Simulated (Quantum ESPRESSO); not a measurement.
WC, 2 atoms in the cell. Symmetry: F-43m, No. 216, cubic system. Conventional cell: a = 4.604 Å, b = 4.604 Å, c = 4.604 Å, α = 90.00°, β = 90.00°, γ = 90.00°. Around W (site symmetry -43m) lie 4 C at 1.99 Å. C (site symmetry -43m) is surrounded by 4 W at 1.99 Å. The cell was built by a generator and needn't be a form met in nature.

```yaml
Program: Quantum ESPRESSO 7.5
Task: phonons
Functional: PBE
Potentials_or_basis: PseudoDojo 0.4 SR PBE stringent
Cutoff: 1116 eV
Density_cutoff: 4463 eV
k_mesh: 8 × 8 × 8
Occupations: cold, width 0.2 eV
Spin: no spin polarisation
Mixing_beta: 0.5
Most_SCF_iterations: 120
SCF_threshold: 4e-10 Ry
```

Potentials or basis: PseudoDojo 0.4 SR PBE stringent.

The run is started by

```bash
$ OMP_NUM_THREADS=1 pw.x -in pw.in > pw.out
$ OMP_NUM_THREADS=1 pw.x -in scf2.in > scf2.out
$ OMP_NUM_THREADS=1 ph.x -in ph.in > ph.out
$ OMP_NUM_THREADS=1 dynmat.x -in dynmat.in > dynmat.out
```

Hardware: 1 thread of Arm Neoverse V1, with other jobs on the host.

Estimate the wall time of this run.

It took 4.7 min on 1 thread of Arm Neoverse V1, on a shared host, peak memory 0.06 GiB. Counts: scf iterations 13, k pools 1, bands 15, k points 29, g dense 16529.
